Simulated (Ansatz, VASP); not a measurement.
**SiC in VASP and in Ansatz**

```
CELL_PARAMETERS angstrom
3.14990 0.00000 0.00000
-1.57495 2.72789 0.00000
0.00000 0.00000 10.88190
ATOMIC_POSITIONS crystal
Si 0.66667 0.33333 0.93783
Si 0.33333 0.66667 0.43783
Si 0.00000 0.00000 0.68790
Si 0.00000 0.00000 0.18790
C 0.66667 0.33333 0.74982
C 0.33333 0.66667 0.24982
C 0.00000 0.00000 0.50045
C 0.00000 0.00000 0.00045
```

Alike in both runs: task single point; functional PBEsol; k mesh 12 × 12 × 4; occupations gaussian, width 0.05 eV; no spin polarisation.

|  | VASP | Ansatz |
| --- | --- | --- |
| version | VASP 6.6.1 | Ansatz 0.2.0 |
| potentials or method | VASP PAW PBE potentials, release 64 (Si, C) | scalar-relativistic, plane waves, PAW |
| plane-wave cutoff (eV) | 520 | 520 |
| valence electrons in the cell | 32 | 32 |

|  | VASP | Ansatz | Ansatz less VASP |
| --- | --- | --- | --- |
| gap on the k mesh at the Fermi level (eV) | 1.82 | 1.83 | +0.008 |
| least direct gap on the mesh (eV) | 3.05 | 3.06 | +0.011 |
| pressure (GPa) | -20.5 | -20.7 | -0.29 |
| largest component of the traceless stress (GPa) | 13.55 | 13.42 | -0.128 |
| rms of the force components (eV/Å) | 0.038 | 0.034 | -0.0041 |

Atom by atom the forces differ by 0.005 eV/Å (rms over components). Ansatz warned: «pseudo_functional_mismatch».

Caveats: so large a pressure means that the cell lies far from this level's equilibrium, or that cutoff or potentials fall short (VASP); the potentials were made for another functional, which shifts forces and pressure (VASP). A k mesh can miss the band edges. PBEsol gaps usually lie below the measured ones, often by a third to a half.
